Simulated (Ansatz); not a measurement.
# Ge under changes of volume

One of the cells (22.639 Å³/atom); the others are scaled copies at fixed shape and fractional positions:

```xyz
2
Lattice="0.0000 2.8289 2.8289 2.8289 0.0000 2.8289 2.8289 2.8289 0.0000" Properties=species:S:1:pos:R:3 pbc="T T T"
Ge    4.2434    4.2434    4.2434
Ge    2.8289    2.8289    2.8289
```

- Program: Ansatz 0.2.0
- Functional: PBEsol
- Potentials or basis: Ansatz PAW
- Cutoff: 420 eV (not typed: the program's choice for these potentials)
- k mesh: 8 × 8 × 8
- Occupations: fermi-dirac, width 0.05 eV
- Spin: spin-orbit coupling, no magnetisation

```tsv
volume (Å³/atom)	energy over the lowest point (meV/atom)	pressure (GPa)
21.281	25.12	5.6
21.733	11.98	3.7
22.186	3.84	2.1
22.639	0.00	0.7
23.092	0.04	-0.7
23.545	?	?
23.997	10.52	-2.9
```

What does the run at 23.545 Å³/atom give?

Energy over the lowest point 3.68 meV/atom; pressure -1.9 GPa.

Worked out: A Birch-Murnaghan fit of order 3 (a polynomial in V^(-2/3)) to the other rows has its minimum at 22.85 Å³/atom with B0 = V·E''(V) = 67 GPa and B' = 4.4. It gives 3.71 meV/atom at 23.545 Å³/atom, against the run's 3.68, and -dE/dV = -1.9 GPa, against -1.9.

Energies are extrapolated to zero smearing.

Caveats: the PAW data sets come from PBE, with cores solved anew for the run's functional, which leaves a small shift of forces and pressure.
